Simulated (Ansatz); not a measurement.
The cell is PbTe on the sites of rhombohedral GeTe (relaxed group R3m); cell and atoms were relaxed with r2SCAN. It is trigonal, R3m (No. 160); conventional cell a = 4.621 Å, c = 11.330 Å, 34.92 Å³ an atom. Pb has 6 Te at 3.24–3.30 Å; Te has 6 Pb at 3.24–3.30 Å.

4 runs of the plane-wave code Ansatz on this cell differ in the functional (and in the settings that go with it). Levels are in eV from each run's valence top; v1 is the last filled band, c1 the first empty one.

Run A, mean stress +0.6 GPa (compression positive):

| point | v4 | v3 | v2 | v1 | c1 | c2 |
| --- | --- | --- | --- | --- | --- | --- |
| Γ | -5.67 | -1.21 | -1.21 | -1.21 | 4.03 | 4.04 |
| T | -8.39 | -0.78 | -0.78 | -0.01 | 0.82 | 1.37 |
| H₂ | -7.84 | -3.54 | -3.54 | -0.30 | 1.72 | 5.21 |
| L | -8.39 | -0.79 | -0.79 | 0.00 | 0.81 | 1.37 |
| S₀ | -7.82 | -3.86 | -2.12 | -1.94 | 3.54 | 3.76 |
| F | -7.23 | -4.22 | -2.60 | -2.60 | 3.44 | 5.36 |

Run B, mean stress -0.3 GPa (compression positive):

| point | v4 | v3 | v2 | v1 | c1 | c2 |
| --- | --- | --- | --- | --- | --- | --- |
| Γ | -5.97 | -1.44 | -1.43 | -1.43 | 4.69 | 4.70 |
| T | -9.18 | -0.98 | -0.98 | 0.00 | 1.22 | 1.74 |
| H₂ | -8.52 | -4.01 | -4.01 | -0.41 | 2.16 | 5.86 |
| L | -9.19 | -0.99 | -0.99 | 0.00 | 1.21 | 1.74 |
| S₀ | -8.50 | -4.36 | -2.42 | -2.16 | 4.10 | 4.33 |
| F | -7.79 | -4.77 | -2.96 | -2.96 | 3.85 | 6.13 |

Run C, mean stress 0.0 GPa (compression positive):

| point | v4 | v3 | v2 | v1 | c1 | c2 |
| --- | --- | --- | --- | --- | --- | --- |
| Γ | -5.71 | -1.35 | -1.35 | -1.35 | 4.30 | 4.31 |
| T | -8.68 | -0.91 | -0.91 | 0.00 | 1.11 | 1.52 |
| H₂ | -8.10 | -3.71 | -3.71 | -0.38 | 1.94 | 5.56 |
| L | -8.69 | -0.91 | -0.91 | 0.00 | 1.10 | 1.52 |
| S₀ | -8.08 | -4.03 | -2.26 | -2.02 | 3.82 | 3.99 |
| F | -7.42 | -4.40 | -2.76 | -2.76 | 3.73 | 5.70 |

Run D, mean stress -0.3 GPa (compression positive):

| point | v4 | v3 | v2 | v1 | c1 | c2 |
| --- | --- | --- | --- | --- | --- | --- |
| Γ | -6.08 | -1.51 | -1.51 | -1.51 | 5.34 | 5.35 |
| T | -9.34 | -1.01 | -1.01 | 0.00 | 1.76 | 2.30 |
| H₂ | -8.67 | -4.14 | -4.14 | -0.42 | 2.73 | 6.51 |
| L | -9.34 | -1.02 | -1.02 | 0.00 | 1.75 | 2.29 |
| S₀ | -8.65 | -4.52 | -2.50 | -2.23 | 4.72 | 4.96 |
| F | -7.93 | -4.92 | -3.07 | -3.07 | 4.44 | 6.80 |

**Question.** Match the runs to PBE, r2SCAN, HSE06, PBE0.

**Answer.** A is PBE, B is HSE06, C is r2SCAN, D is PBE0. In order of the gap: PBE 0.81, r2SCAN 1.10, HSE06 1.21, PBE0 1.75 eV.

These are computed values for a spin-unpolarised cell that may be hypothetical; none is a measurement.

Spin-orbit coupling is left out; in compounds of Pb, Bi, Tl or Hg it can lower a gap by up to about 1 eV, split its edges or invert the bands.

The stress of a hybrid is loosely converged in these runs.
